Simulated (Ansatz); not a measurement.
# 1T-NiSTe bilayer (AB) in a perpendicular field

Aim: how the 1T-NiSTe bilayer (AB) screens a field along its normal, and what the field does to its bands. A positive field points along +c.

Main program and level: Ansatz 0.2.0; plane-wave DFT, PBE-D3(BJ), Ansatz PAW.

**1. Starting point**

The cell holds 6 atoms: 2 Te, 2 Ni and 2 S. Its edges and angles: a = 3.565 Å, b = 3.565 Å, c = 46.633 Å, α = 90.0°, β = 90.0°, γ = 120.0°. Regions: layer 1: 1T-NiSTe, 3 atoms (1 Te, 1 Ni and 1 S); layer 2: 1T-NiSTe, 3 atoms (1 Te, 1 Ni and 1 S). Vacuum lies along c.

**2. Relaxing the slab**

The starting cell is a guess, so the in-plane lattice and the atoms are relaxed first, with the slab cut off from its images along the normal.

The input, input.yaml:

```yaml
crystal:
  lattice:
    - [3.565, 0.0, 0.0]
    - [-1.7825, 3.0873805645, 0.0]
    - [0.0, 0.0, 46.6328811052]
  atoms:
    - { symbol: Te, position: [0.6666666667, 0.3333333333, 0.4160154711] }
    - { symbol: Ni, position: [0.0, 0.0, 0.4470453651] }
    - { symbol: S, position: [0.3333333333, 0.6666666667, 0.4662255481] }
    - { symbol: Te, position: [0.0, 0.0, 0.5337744519] }
    - { symbol: Ni, position: [0.3333333333, 0.6666666667, 0.564804346] }
    - { symbol: S, position: [0.6666666667, 0.3333333333, 0.5839845289] }
  periodic: [true, true, false]
kpoints:
  mp_grid: { grid: [12, 12, 1] }
hamiltonian:
  xc: pbe
  dispersion: d3bj
scf:
  occupations: { method: fermi_dirac, width: 0.05 }
  convergence: { dr2_threshold: 1.0e-09 }
relax:
  f_tol: 0.004
  max_steps: 90
  cell: {}
output:
  write_potential: true
  write_density: true
  volumetric_format: npy
```

On the command line:

```
$ ansatz run input.yaml --threads 4 --pin off --max-ram 6144MiB --backend cpu --events-out ev --progress --plain --runs-dir out
```

Numbers of over 12 decimals in the logs are rounded to 6 here.

The log of the run:

```text
Warning: relax.cell: scf.convergence.dr2_threshold = 1e-9 eV is looser than the 1.88672334187e-10 eV advised for a relaxation that steers and ends on the stress (1e-10 eV for each atom of the cell: 6, times the square of relax.cell.stress_2d_tol = 0.05 N/m over 17.8 Å (the atoms' height at the walk's start and 5 Å past either face), 2.804e-2 GPa, over a crystal's default 0.05). What an SCF threshold leaves in a stress goes as its square root, and in the free energy as the threshold itself, and one threshold admits the most on a small cell: [figures from the program's tests cut] Set scf.convergence.dr2_threshold to 1.88672334187e-10 eV or tighter. [rest of the remark cut]
Engine: ansatz 0.2.0, x86_64-unknown-linux-gnu
Pseudopotentials: kind: paw
Pseudopotential: Te, paw, valence charge 16, recommended cutoff 420 eV (normal), Te.paw.azcp
Pseudopotential: Ni, paw, valence charge 18, recommended cutoff 420 eV (normal), Ni.paw.azcp
Pseudopotential: S, paw, valence charge 6, recommended cutoff 420 eV (normal), S.paw.azcp
Functional definition: PBE
  parameter kappa = 0.804
  parameter beta = 0.066725
  exchange = pbe_x(kappa = kappa, mu = beta*pi^2/3)
  correlation = pbe_c(beta = beta)
Crystal: 6 atoms, lattice volume = 513.265 Å³
Basis set: ecut = 420 eV, 9869 PW (Γ), exchange–correlation on 48×48×640 points (8 copies of the dense FFT grid, shifted against one another)
Bands: 48, of which v1, the nominal top of the filled ones, is band 40 counted from 1 (39 counted from 0)
Symmetry: 6 space group operations
Space group: P3m1 (ITA 156), of the structure as read, at distance tolerance 8.0e-5 Å
k-points: 19 of 144 (time reversal used)
Non-local potential: Te, projectors of the file, l = 0: 2, l = 1: 2, l = 2: 2, l = 3: 2
Non-local potential: Ni, projectors of the file, l = 0: 3, l = 1: 2, l = 2: 3, l = 3: 1
Non-local potential: S, projectors of the file, l = 0: 2, l = 1: 2, l = 2: 2
PAW form: soft (Blöchl's): semilocal exchange-correlation on the pseudo side does not see the compensation charge
PAW one-centre angular grid: Te, 590 points (default); XC on 64 Gauss nodes
PAW one-centre angular grid: Ni, 590 points (default); XC on 64 Gauss nodes
PAW one-centre angular grid: S, 110 points (default); XC on 64 Gauss nodes
Initial density: superposition of atomic densities (neutral atoms: chi_scale 0, normalization atom), corrected by the library's trained network
Initial wavefunctions: pseudopotential atomic-orbital guess
Functional: x = pbe(κ = 0.804, μ = 0.219515), c = pbe(β = 0.066725)
SCF iter   1: F=—  HF=-27446.258257 eV  |F-HF|=—  |Δ(HF+E_count)|=         —  Δρ=2.44e-3  dr2=3.32e-1  ethr=1.77e-3  ⟨swp⟩=20.4  Hψ=6621  notcnv=0
preconditioner: auto → LDOS  [metal: Δε(μ)=0.093 eV  Ē_g=7.972 eV  σ=0.050 eV  W_gap=0.42  n_scr=28 (ndim 8)  ℏωp=10.9 eV  f_vac=0.751  D(μ)=3.48/eV (n_scr^D=16)  β→1.0]
SCF iter   2: F=—  HF=-27446.255361 eV  |F-HF|=—  |Δ(HF+E_count)|=   2.90e-3  Δρ=7.51e-4  dr2=7.06e-3  ethr=4.15e-4  ⟨swp⟩=3.8  Hψ=1526  notcnv=0  defer=15
SCF iter   3: F=—  HF=-27446.256806 eV  |F-HF|=—  |Δ(HF+E_count)|=   1.44e-3  Δρ=8.23e-4  dr2=2.99e-3  ethr=8.82e-6  ⟨swp⟩=3.2  Hψ=2219  notcnv=0  defer=16
SCF iter   4: F=—  HF=-27446.256309 eV  |F-HF|=—  |Δ(HF+E_count)|=   4.97e-4  Δρ=2.36e-4  dr2=3.01e-4  ethr=3.74e-6  ⟨swp⟩=3.3  Hψ=1989  notcnv=0  defer=15
SCF iter   5: F=—  HF=-27446.256332 eV  |F-HF|=—  |Δ(HF+E_count)|=   2.26e-5  Δρ=4.41e-5  dr2=1.06e-5  ethr=3.76e-7  ⟨swp⟩=2.5  Hψ=1395  notcnv=0  defer=15
SCF iter   6: F=—  HF=-27446.256363 eV  |F-HF|=—  |Δ(HF+E_count)|=   3.13e-5  Δρ=2.68e-5  dr2=3.36e-6  ethr=1.33e-8  ⟨swp⟩=3.0  Hψ=1937  notcnv=0  defer=15
SCF iter   7: F=—  HF=-27446.256430 eV  |F-HF|=—  |Δ(HF+E_count)|=   6.65e-5  Δρ=1.35e-5  dr2=1.04e-6  ethr=4.20e-9  ⟨swp⟩=2.0  Hψ=1543  notcnv=0  defer=15
SCF iter   8: F=—  HF=-27446.256431 eV  |F-HF|=—  |Δ(HF+E_count)|=   1.27e-6  Δρ=4.47e-6  dr2=1.65e-7  ethr=1.30e-9  ⟨swp⟩=2.5  Hψ=1363  notcnv=0  defer=15
SCF iter   9: F=—  HF=-27446.256431 eV  |F-HF|=—  |Δ(HF+E_count)|=   2.59e-7  Δρ=3.21e-6  dr2=8.77e-8  ethr=2.06e-10  ⟨swp⟩=3.1  Hψ=1775  notcnv=0  defer=15
SCF iter  10: F=—  HF=-27446.256431 eV  |F-HF|=—  |Δ(HF+E_count)|=   4.40e-8  Δρ=1.92e-6  dr2=2.91e-8  ethr=1.10e-10  ⟨swp⟩=1.4  Hψ=972  notcnv=0  defer=15
SCF iter  11: F=—  HF=-27446.256431 eV  |F-HF|=—  |Δ(HF+E_count)|=   4.24e-8  Δρ=6.70e-7  dr2=1.80e-9  ethr=3.64e-11  ⟨swp⟩=2.2  Hψ=1316  notcnv=0  defer=15
SCF iter  12: F=-27446.256431 eV  HF=-27446.256431 eV  |F-HF|=6.08e-9  |Δ(HF+E_count)|=   8.36e-9  Δρ=1.23e-7  dr2=9.55e-11  ethr=1.25e-12  ⟨swp⟩=11.2  Hψ=6636  notcnv=0
SCF 1 converged in 12 iterations: F = -27446.256431 eV  dr2 = 9.55e-11
  greatest PAW one-centre occupation: 1.000 electrons in one spin orbital (limit 2), on the Ni atom at site 4 (counted from 0), in its partial waves of l = 1
relax step   1: F+E_penalty+E_count = -27446.25643120 eV  Δ(F+E_penalty+E_count) = +0.000e0 eV  max|allowed force component| = 1.527e0 eV/Å  Δτ_max = 0.0000 Å  P = +2.414 N/m  Ω = 513.265 Å³  fix = [c, alpha, beta]  reactions: c +0.000 N/m  (12 SCF iters, accepted)
Crystal: 6 atoms, lattice volume = 502.530 Å³
Basis set: ecut = 420 eV, 9761 PW (Γ), exchange–correlation on 48×48×640 points (8 copies of the dense FFT grid, shifted against one another)
Initial density: handed on by an earlier stage of this run
Initial wavefunctions: those handed on with the density
iter 1 solved again at ethr=8.83e-5 eV; its pass at ethr=3.10e-3 eV (dr2=7.06e-2 eV) is discarded
SCF iter   1: F=—  HF=-27446.511365 eV  |F-HF|=—  |Δ(HF+E_count)|=         —  Δρ=6.52e-3  dr2=7.23e-2  ethr=8.83e-5  ⟨swp⟩=3.3  Hψ=6390  notcnv=0
preconditioner: auto → LDOS  [metal: Δε(μ)=0.021 eV  Ē_g=7.802 eV  σ=0.050 eV  W_gap=0.10  n_scr=28 (ndim 8)  ℏωp=11.0 eV  f_vac=0.749  D(μ)=4.89/eV (n_scr^D=18)  β→1.0]
SCF iter   2: F=—  HF=-27446.525899 eV  |F-HF|=—  |Δ(HF+E_count)|=   1.45e-2  Δρ=2.22e-3  dr2=2.65e-2  ethr=8.83e-5  ⟨swp⟩=3.5  Hψ=1808  notcnv=0
SCF iter   3: F=—  HF=-27446.522441 eV  |F-HF|=—  |Δ(HF+E_count)|=   3.46e-3  Δρ=1.75e-3  dr2=1.27e-2  ethr=3.31e-5  ⟨swp⟩=3.1  Hψ=2081  notcnv=0
SCF iter   4: F=—  HF=-27446.520930 eV  |F-HF|=—  |Δ(HF+E_count)|=   1.51e-3  Δρ=3.69e-4  dr2=9.04e-4  ethr=1.58e-5  ⟨swp⟩=3.3  Hψ=1597  notcnv=0  defer=1
SCF iter   5: F=—  HF=-27446.520996 eV  |F-HF|=—  |Δ(HF+E_count)|=   6.60e-5  Δρ=1.37e-4  dr2=1.55e-4  ethr=1.13e-6  ⟨swp⟩=2.6  Hψ=1754  notcnv=0  defer=7
SCF iter   6: F=—  HF=-27446.521004 eV  |F-HF|=—  |Δ(HF+E_count)|=   7.82e-6  Δρ=3.87e-5  dr2=7.43e-6  ethr=1.93e-7  ⟨swp⟩=2.6  Hψ=1609  notcnv=0  defer=7
[...]
relax step   7: F+E_penalty+E_count = -27446.55710670 eV  Δ(F+E_penalty+E_count) = -1.363e-4 eV  max|allowed force component| = 1.092e-2 eV/Å  Δτ_max = 0.0052 Å  P = +0.042 N/m  Ω = 485.828 Å³  energy of the carried Pulay correction = +1.198e-3 eV  fix = [c, alpha, beta]  reactions: c +0.000 N/m  (8 SCF iters, accepted)
[...]
relax step   8: F+E_penalty+E_count = -27446.55711824 eV  Δ(F+E_penalty+E_count) = -1.155e-5 eV  max|allowed force component| = 1.915e-3 eV/Å  Δτ_max = 0.0014 Å  P = -0.002 N/m  Ω = 485.830 Å³  energy of the carried Pulay correction = +1.198e-3 eV  fix = [c, alpha, beta]  reactions: c -0.000 N/m  (6 SCF iters, accepted)
Initial wavefunctions: pseudopotential atomic-orbital guess (no wavefunctions were taken with the density)
iter 1 solved again at ethr=2.76e-6 eV; its pass at ethr=3.10e-3 eV (dr2=2.21e-3 eV) is discarded
SCF iter   1: F=—  HF=-27446.555826 eV  |F-HF|=—  |Δ(HF+E_count)|=         —  Δρ=2.80e-5  dr2=6.53e-7  ethr=2.76e-6  ⟨swp⟩=5.4  Hψ=10334  notcnv=0
eigensolver tolerance schedule: the retry pair's looser diagonalisation over-reported the residual by 3377.31 of it (diagonalisation noise at an unbounded share of the residual, at the tolerance the schedule requests for it); recorded, not acted on — ethr = c·dr2/N_el stays at c = 1.0e-1
preconditioner: auto → LDOS  [metal: Δε(μ)=0.091 eV  Ē_g=7.891 eV  σ=0.050 eV  W_gap=0.42  n_scr=28 (ndim 8)  ℏωp=11.2 eV  f_vac=0.749  D(μ)=3.55/eV (n_scr^D=16)  β→1.0]
SCF iter   2: F=—  HF=-27446.555861 eV  |F-HF|=—  |Δ(HF+E_count)|=   3.50e-5  Δρ=1.84e-4  dr2=1.24e-4  ethr=8.16e-10  ⟨swp⟩=5.7  Hψ=3287  notcnv=0
SCF iter   3: F=—  HF=-27446.555842 eV  |F-HF|=—  |Δ(HF+E_count)|=   1.95e-5  Δρ=4.44e-5  dr2=1.18e-5  ethr=8.16e-10  ⟨swp⟩=3.7  Hψ=2185  notcnv=0
SCF iter   4: F=—  HF=-27446.555850 eV  |F-HF|=—  |Δ(HF+E_count)|=   7.98e-6  Δρ=5.50e-5  dr2=9.48e-6  ethr=8.16e-10  ⟨swp⟩=3.6  Hψ=2194  notcnv=0
SCF iter   5: F=—  HF=-27446.555849 eV  |F-HF|=—  |Δ(HF+E_count)|=   1.39e-6  Δρ=5.04e-6  dr2=1.76e-7  ethr=8.16e-10  ⟨swp⟩=2.8  Hψ=1966  notcnv=0
SCF iter   6: F=—  HF=-27446.555850 eV  |F-HF|=—  |Δ(HF+E_count)|=   1.30e-6  Δρ=1.14e-6  dr2=4.97e-9  ethr=2.20e-10  ⟨swp⟩=2.9  Hψ=1790  notcnv=0
SCF iter   7: F=—  HF=-27446.555850 eV  |F-HF|=—  |Δ(HF+E_count)|=   2.41e-7  Δρ=7.29e-7  dr2=2.10e-9  ethr=6.21e-12  ⟨swp⟩=3.3  Hψ=1873  notcnv=0
iter 8 met the thresholds in force, and the SCF goes on: an eigenvalue changes by 1.87 meV, over its tolerance of 1.03 meV (output.eigenvalues, Limitations)
SCF iter   8: F=-27446.555850 eV  HF=-27446.555850 eV  |F-HF|=9.08e-9  |Δ(HF+E_count)|=   1.49e-8  Δρ=8.79e-8  dr2=3.17e-11  ethr=1.25e-12  ⟨swp⟩=17.6  Hψ=7224  notcnv=0
iter 9 met the thresholds in force, and the SCF goes on: an eigenvalue changes by 2.96 meV, over its tolerance of 1.03 meV (output.eigenvalues, Limitations)
SCF iter   9: F=-27446.555850 eV  HF=-27446.555850 eV  |F-HF|=1.69e-9  |Δ(HF+E_count)|=   7.29e-9  Δρ=5.23e-8  dr2=1.65e-11  ethr=1.00e-12  ⟨swp⟩=9.3  Hψ=5598  notcnv=0
Mixer restart at iter 9: flushing history
SCF iter  10: F=-27446.555850 eV  HF=-27446.555850 eV  |F-HF|=6.20e-8  |Δ(HF+E_count)|=   2.43e-9  Δρ=1.29e-6  dr2=6.25e-8  ethr=1.00e-12  ⟨swp⟩=2.0  Hψ=1032  notcnv=0  κ⁻¹=1.0e0(r=1)
SCF iter  11: F=-27446.555850 eV  HF=-27446.555850 eV  |F-HF|=5.57e-10  |Δ(HF+E_count)|=  8.59e-10  Δρ=1.90e-7  dr2=2.89e-10  ethr=1.00e-12  ⟨swp⟩=10.1  Hψ=5739  notcnv=0
SCF 9 converged in 11 iterations: F = -27446.555850 eV  dr2 = 2.89e-10
relax step   9: F+E_penalty+E_count = -27446.55585008 eV  Δ(F+E_penalty+E_count) = +1.268e-3 eV  max|allowed force component| = 1.960e-3 eV/Å  Δτ_max = 0.0000 Å  P = +0.005 N/m  Ω = 485.830 Å³  fix = [c, alpha, beta]  reactions: c +0.000 N/m  stress off target by 5.05e-3 N/m on what of the cell is left free  SCF on the basis re-selected at this cell (its energy is not comparable with the rows above)  (11 SCF iters)
basis re-selected at this cell: Δ(F+E_penalty+E_count) = +1.268e-3 eV, ΔP = +0.007 N/m vs the last step (what re-selecting the basis moved, of the pressure what is left beyond the Pulay correction that the steps carried, after the strain that the cell walked since its last selection, with what the two solves' SCF thresholds leave and, on support functions, any second-order correction that the steps lacked; it is no m [...]
WARN: The output density's exchange-correlation potential varies sharply where the density is thin. Do not read a vacuum level from v_tot or v_xc, or from such a field of the output density. On a cell that repeats whose density bears no net charge and no dipole along the vacuum's axis use v_es (v_loc + v_h of the components); under efield.dipole_correction with no amplitude use v_es + v_field, which holds any externa [...]
SCF converged after 11 iterations
an eigenvalue changed by more than its tolerance at an iteration that met the thresholds in force, so the SCF went on 2 times, its first undamped step at iteration 9: the last check found none over its tolerance
Free energy (F): -27446.555850 eV
Harris-Foulkes:  -27446.555850 eV  (|F-HF|=5.57e-10)
Internal energy: -27446.525612 eV  (E = F + TS)
E sigma→0 (E₀):  -27446.540731 eV
Entropy (-TS):   -0.030238 eV (-5.040 meV/atom)
Fermi energy:    -5.023432 eV
--- Per-component energies (eV) ---
  E_band       = -2538.591498
  E_kinetic    = 1141.147230
  E_local      = -477343.670438  (includes V_loc(G=0)·N_el)
  E_nonlocal   = 707.764601
  E_hartree    = 237689.572141
  E_xc         = -612.969043
  E_vxc        = -602.757926  (∫ρ·V_xc dr)
  E_paw        = -13784.726354  (= ΣΔE_a)
  E_vpaw       = -1820.219020  (= ΣTr[D̂ρ^β])
  E_aug_tail   = 0.000587  (compensation charges beyond the density's cutoff)
  E_ewald      = 224758.540525
  E_disp       = -2.184861  (pairwise vdW)
  E_smearing   = -0.030238  (= −TS)
  E_closure    = 0.000000  (closes the sum)
  Σ components = -27446.555850   (vs F -27446.555850, Δ=0.00e0)
--- Forces (eV/Å), atoms counted from 1 ---
  atom   1  Te     0.00000000     0.00000000     0.00086592
  atom   2  Ni     0.00000000    -0.00000000    -0.00137066
  atom   3  S     -0.00000000    -0.00000000    -0.00021801
  atom   4  Te     0.00000000     0.00000000     0.00196016
  atom   5  Ni     0.00000000    -0.00000000     0.00020308
  atom   6  S      0.00000000     0.00000000    -0.00144135
  max |Σ_I F_I| component: 8.59e-7 eV/Å
--- 2D stress c σ (N/m, compression-positive) ---
        0.005048      -0.000000       0.000000
       -0.000000       0.005048       0.000000
        0.000000       0.000000       0.000000
  P = ½ c Tr σ = 0.0050 N/m
--- Band table (eV; the first three rows and the last of 19) ---
  k-point 0: bands = [... 36 lower, -4.8205, -4.5635, -4.4618, -4.4618, -2.7698, -2.7698, -2.6669, -2.6669, ... 4 higher]
  k-point 1: bands = [... 36 lower, -4.9377, -4.8206, -4.5780, -4.3707, -3.4201, -3.1954, -2.9226, -2.7528, ... 4 higher]
  k-point 2: bands = [... 36 lower, -5.2656, -5.2626, -4.9133, -4.8400, -4.2549, -3.9001, -3.2355, -2.9277, ... 4 higher]
  k-point 18: bands = [... 36 lower, -6.7225, -6.5603, -6.4103, -6.3228, -5.3861, -5.3274, -4.0101, -3.8130, ... 4 higher]
  the weakly bound empty levels are not read free of the cell's end (no_gap_told)
--- Relaxed structure (8 steps of the walk, 7 accepted, 1 SCFs on fresh bases) ---
  F+E_penalty+E_count = -27446.55585008 eV   max|allowed force component| = 1.960e-3 eV/Å   (the final SCF, on the basis selected at the relaxed cell)
  cell:  # Å, volume = 485.8296 Å³
    - [3.468411, 0, 0]
    - [-1.734205, 3.003732, 0]
    - [0, 0, 46.6328811052]
  atoms:
    - { symbol: Te, position: [0.666667, 0.333333, 0.414701] }
    - { symbol: Ni, position: [8.88545599881746e-19, 0, 0.448881] }
    - { symbol: S, position: [0.333333, 0.666667, 0.472384] }
    - { symbol: Te, position: [-2.598669953585428e-18, 0, 0.528406] }
    - { symbol: Ni, position: [0.333333, 0.666667, 0.562511] }
    - { symbol: S, position: [0.666667, 0.333333, 0.584966] }
```

Elapsed: 92 s, on 4 threads of Intel Xeon Platinum 8488C (Sapphire Rapids), shared host; peak memory 1.1 GiB; 5.9 min of CPU time.

This run has no spin polarisation, although Ni can carry a moment.

The steps of the relaxation:

```csv
step,energy less that of the first step (eV),largest force component (eV/Å),volume (Å³)
1,0.0000,1.5272,513.27
2,-0.2646,0.3134,502.53
3,-0.2549,0.3585,494.95
4,-0.2944,0.2197,487.42
5,-0.2993,0.0850,488.21
6,-0.3005,0.0209,486.72
7,-0.3007,0.0109,485.83
8,-0.3007,0.0019,485.83
9*,-0.2994,0.0020,485.83
```

Relaxation steps marked * repeat the geometry before them on a plane-wave basis chosen anew for their cell, so energy and pressure can jump there. Relaxation step 3 was tried and not accepted.

The run keeps the 6 symmetry operations that it works with, so distortions that break them were not tested.

```csv
cell as run,before,after,change
a (Å),3.565,3.468,-2.7 %
b (Å),3.565,3.468,-2.7 %
```

The atoms that moved most (Å, along periodic axes as changes of fractional coordinates times the final cell, across vacuum about the mean position):

```csv
atom,dx,dy,dz,length
S3,0.000,0.000,0.287,0.287
Te4,0.000,0.000,-0.250,0.250
Ni5,0.000,0.000,-0.107,0.107
Ni2,0.000,0.000,0.086,0.086
Te1,0.000,0.000,-0.061,0.061
S6,0.000,0.000,0.046,0.046
```

The relaxed structure:

```xyz
6
Lattice="3.4684 0.0000 0.0000 -1.7342 3.0037 0.0000 0.0000 0.0000 46.6329" Properties=species:S:1:pos:R:3
Te    1.7342    1.0012   19.3387
Ni    0.0000    0.0000   20.9326
S     0.0000    2.0025   22.0286
Te    0.0000    0.0000   24.6411
Ni    0.0000    2.0025   26.2315
S     1.7342    1.0012   27.2786
```

Numbers from this step:

* energy at zero smearing: -27446.5407 eV

The lattice constant a goes from 3.565 to 3.468 Å.

(Part 1 of 3 ends here.)

[Logs are printed without paths, hosts, clocks, repeated set-up lines and the standing remarks that a program may print on its own settings, such as how far it seeks lower states.]

[Hosts, paths, dates, database ids (printed as entryN), source tags and the programs' standing remarks are cut or masked in the printed files.]

[Maps of the electrostatic potential energy from Ansatz leave out the sawtooth potential of an applied field or a dipole correction, so their vacuum need not be flat; planar profiles and work functions include it.]
